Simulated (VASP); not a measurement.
VASP 6.6.1 run: KCl

INCAR

```
EDIFF = 1E-7
LWAVE = .FALSE.
SIGMA = 0.02
LASPH = .TRUE.
LREAL = .FALSE.
PREC = Normal
ISMEAR = -1
IBRION = -1
LCHARG = .FALSE.
NELM = 120
NBANDS = 15
ISIF = 2
NSW = 0
ENCUT = 800
GGA = PE
```

KPOINTS

```
KPOINTS created by Atomic Simulation Environment
0
Gamma
6 6 6
0 0 0
```

POSCAR

```
K  Cl
 1.0000000000000000
    -0.0116909428000000    3.4955918876999998    3.4955918876999998
     3.4955918876999998   -0.0116909428000000    3.4955918876999998
     3.4955918876999998    3.4955918876999998   -0.0116909428000000
 K   Cl
   1   1
Cartesian
 -0.0015126629294880 -0.0015126629294880 -0.0015126629294880
  1.7463858710794884  1.7463858710794884  1.7463858710794884
```

The recommended PBE PAW datasets give the neutral cell 16 valence electrons.

Command

```
mpirun -np 1 vasp_std
```

**Question.** How does this run end, and what does it give?

**Answer.** It converged. Results: gap between bands v and c on the k mesh 4.78 eV; least direct gap on the k mesh 4.82 eV; pressure 0.4 GPa. Band v is the last that the valence electrons fill when counted band by band, and c is the next.

OSZICAR

```
N       E                     dE             d eps       ncg     rms          rms(c)
DAV:   1     0.128628376732E+03    0.12863E+03   -0.84334E+03   960   0.128E+03
DAV:   2     0.374562586906E+01   -0.12488E+03   -0.11158E+03  1212   0.255E+02
DAV:   3    -0.667407320543E+01   -0.10420E+02   -0.10354E+02  1324   0.657E+01
DAV:   4    -0.709701908858E+01   -0.42295E+00   -0.42273E+00  1659   0.116E+01
DAV:   5    -0.709982030247E+01   -0.28012E-02   -0.28012E-02  1303   0.101E+00    0.348E+00
DAV:   6    -0.663100045625E+01    0.46882E+00   -0.70588E-01  1247   0.377E+00    0.271E+00
DAV:   7    -0.658979465178E+01    0.41206E-01   -0.18891E-01  1331   0.215E+00    0.165E+00
DAV:   8    -0.661298906973E+01   -0.23194E-01   -0.29864E-02  1252   0.118E+00    0.315E-01
DAV:   9    -0.661505541733E+01   -0.20663E-02   -0.21169E-03  1275   0.253E-01    0.168E-01
DAV:  10    -0.661775205928E+01   -0.26966E-02   -0.19147E-03   967   0.280E-01    0.327E-02
DAV:  11    -0.661779017283E+01   -0.38114E-04   -0.56535E-05  1223   0.522E-02    0.764E-03
DAV:  12    -0.661780344833E+01   -0.13275E-04   -0.12446E-05   981   0.305E-02    0.813E-03
DAV:  13    -0.661780399769E+01   -0.54936E-06   -0.18209E-06  1359   0.105E-02    0.207E-03
DAV:  14    -0.661780401242E+01   -0.14721E-07   -0.14109E-07  1029   0.305E-03
   1 F= -.66178040E+01 E0= -.66178040E+01  d E =-.316071E-10
```

For comparison, a separate PBE run of the intended cell, on usual settings and not on those above, gives a gap of 4.78 eV on its mesh and a pressure of 0.4 GPa.
